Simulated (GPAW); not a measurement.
Ti3Si:

```
CELL_PARAMETERS angstrom
0.00000 3.14436 3.14436
3.14436 0.00000 3.14436
3.14436 3.14436 0.00000
ATOMIC_POSITIONS crystal
Ti 0.00000 0.00000 0.00000
Ti 0.25000 0.25000 0.25000
Ti 0.75000 0.75000 0.75000
Si 0.50000 0.50000 0.50000
```

The cell comes from a database or a generator and needn't be the stable form of this composition.

```yaml
Program: GPAW 26.7.0
Task: relaxation of cell and atoms
Functional: PBEsol
Dispersion: D3(BJ)+ATM
Potentials_or_basis: PAW data sets generated in the run's folder for this functional
Cutoff: 600 eV
Basis: pw
k_mesh: 7 × 7 × 7
Occupations: fermi-dirac, width 0.05 eV
Spin: no spin polarisation
```

At the start: pressure -10.0 GPa; volume 15.54 Å³/atom.

Problem. Where does the relaxation end?

Solution. Over 4 steps the energy falls by 32.1 meV/atom and the volume is 14.44 Å³/atom (-7.1 %); space group Fm-3m (No. 225, to 0.05 Å).

Step by step:
```tsv
step	energy change (eV)	largest force (eV/Å)	pressure (GPa)	volume (Å³)
1	0.0000	0.0000	-10.02	62.18
2	-0.0352	0.0000	-8.79	61.53
3	-0.1264	0.0000	0.77	57.45
4	-0.1283	0.0000	-0.05	57.74
```

Final structure:
```
Ti Si
1.0
     0.00000    3.06780    3.06780
     3.06780    0.00000    3.06780
     3.06780    3.06780    0.00000
Ti Si
3 1
Cartesian
  0.0000 0.0000 0.0000
  1.5339 1.5339 1.5339
  4.6017 4.6017 4.6017
  3.0678 3.0678 3.0678
```

Caveat: later steps reuse the first step's grids; pairwise dispersion overbinds metals, which lowers pressure and volume.
